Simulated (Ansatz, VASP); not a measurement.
Tl in VASP and in Ansatz

File INCAR:

```
PREC = Accurate
ENCUT = 520
EDIFF = 1E-8
ISMEAR = -1
SIGMA = 0.05
LREAL = False
LASPH = True
NELM = 100
ALGO = Normal
ISIF = 2
LWAVE = False
LCHARG = False
GGA = PE
LEFG = True
NBANDS = 12
```

KPOINTS

```
Automatic mesh
0
Gamma
  16 16 16
```

POSCAR

```
Tl
1.0
    0.0000000000      2.1504693608      2.1504693608
    2.1504693608      0.0000000000      2.1504693608
    2.1504693608      2.1504693608      0.0000000000
Tl
1
Direct
    0.0000000000      0.0000000000      0.0000000000
```

Input for Ansatz:

```yaml
crystal:
  lattice:
    - [0.0, 2.1504693608, 2.1504693608]
    - [2.1504693608, 0.0, 2.1504693608]
    - [2.1504693608, 2.1504693608, 0.0]
  atoms:
    - { symbol: Tl, position: [0.0, 0.0, 0.0] }
kpoints:
  mp_grid: { grid: [16, 16, 16] }
scf:
  occupations: { method: fermi_dirac, width: 0.05 }
hamiltonian:
  xc: pbe
  pseudopotentials: { kind: paw }
output:
  forces: true
  stress: true
  eigenvalues: true
  efg: { contact_densities: true }
```

Change from the starting cell: volume scaled by 0.98, PAW files.

Alike in both runs: task electric field gradients; functional PBE; k mesh 16 × 16 × 16; occupations fermi-dirac, width 0.05 eV; no spin polarisation.

```csv
,VASP,Ansatz
version,VASP 6.6.1,Ansatz 0.2.0
potentials or method,"VASP PAW PBE potentials, release 64 (Tl_d)","PAW with Ansatz's default frozen-core files, scalar-relativistic"
plane-wave cutoff (eV),520,420
valence electrons in the cell,13,13
```

Ansatz gave:

* pressure (GPa): 41.5
* Vzz of the field gradient on the site that differs most (V/Å²): 0.0

Task: Which values does VASP return?

Result: Pressure (GPa): 41.4; Vzz of the field gradient on the site that differs most (V/Å²): 0.0.

Ansatz warned: «gradients_without_spin_orbit».

Caveats: so large a pressure means that the cell lies far from this level's equilibrium, or that cutoff or potentials fall short (VASP). Spin-orbit coupling is left out, which matters for the levels of Tl.
